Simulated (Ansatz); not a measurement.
## All-electron card of Hf

```
Hf
1.0
     0.00000    2.24240    2.24240
     2.24240    0.00000    2.24240
     2.24240    2.24240    0.00000
Hf
1
Direct
  0.00000 0.00000 0.00000
```

The conventional cell has a = 4.485 Å, b = 4.485 Å, c = 4.485 Å, α = 90.00°, β = 90.00°, γ = 90.00°. Hf (atom 1) has 12 Hf at 3.17 Å as nearest neighbours.

The cell was built from the fcc type and relaxed in the same program, and has space group Fm-3m; it needn't be a known or the stable phase.

No spin–orbit coupling, which matters for the heavy atoms here.

Method: Ansatz 0.2.0, DFT, PBE, all-electron LAPW, scalar-relativistic.

Settings: a Γ-centred 13×13×13 k mesh, Fermi–Dirac smearing of 0.05 eV, basis error target 0.25 meV/atom, no spin polarisation.

```yaml
Band_gap: "none: bands cross the Fermi level, a metal"
Density_of_states_at_the_Fermi_level_0.2_eV_bin: 1.62 states/eV per cell
Volume_per_atom: 22.55 Å³
Pressure_at_this_cell: 0.03 GPa
```
